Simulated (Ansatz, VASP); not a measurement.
# PbS: VASP beside Ansatz

INCAR

```
PREC = Accurate
ENCUT = 520
EDIFF = 1E-6
ISMEAR = 0
SIGMA = 0.03
LREAL = False
LASPH = True
NELM = 60
ALGO = Normal
ISIF = 2
LWAVE = False
LCHARG = False
GGA = PS
NBANDS = 17
```

The input KPOINTS:

```
regular mesh
0
Gamma
  12 12 12
```

Contents of POSCAR:

```
PbS
1.0
    1.9880907820      1.1478247481      3.8980530740
   -1.9880907820      1.1478247481      3.8980530740
    0.0000000000     -2.2956494963      3.8980530739
Pb S
1 1
Direct
    0.9805657800      0.9805657800      0.9805657800
    0.4750355500      0.4750355500      0.4750355500
```

Input for Ansatz:

```yaml
crystal:
  lattice:
    - [1.988090782, 1.1478247481, 3.898053074]
    - [-1.988090782, 1.1478247481, 3.898053074]
    - [0.0, -2.2956494963, 3.8980530739]
  atoms:
    - { symbol: Pb, position: [0.98056578, 0.98056578, 0.98056578] }
    - { symbol: S, position: [0.47503555, 0.47503555, 0.47503555] }
basis:
  ecutwfc: 420
kpoints:
  mp_grid: { grid: [12, 12, 12] }
hamiltonian:
  xc: pbesol
scf:
  occupations: { method: gaussian, width: 0.03 }
output:
  forces: true
  stress: true
  eigenvalues: true
```

Alike in both runs: task single point; functional PBEsol; k mesh 12 × 12 × 12; occupations gaussian, width 0.03 eV; no spin polarisation.

|  | VASP | Ansatz |
| --- | --- | --- |
| version | VASP 6.6.1 | Ansatz 0.2.0 |
| potentials or method | VASP PAW PBE potentials, release 64 (Pb_d, S) | scalar-relativistic, plane waves, PAW |
| plane-wave cutoff (eV) | 520 | 420 |
| valence electrons in the cell | 20 | 20 |

```tsv
	VASP	Ansatz	Ansatz less VASP
gap on the k mesh at the Fermi level (eV)	none	none	-
pressure (GPa)	-2.9	-2.9	+0.05
largest component of the traceless stress (GPa)	5.72	5.72	-0.001
rms of the force components (eV/Å)	0.061	0.061	+0.0002
```

Atom by atom the forces differ by 0.000 eV/Å (rms over components). A gap of «none» marks a metal or a gap that the smearing closes.

Caveats: the PAW data sets were made with another functional, which shifts forces and pressure a little (VASP). Spin-orbit coupling is left out, which matters for the levels of Pb.
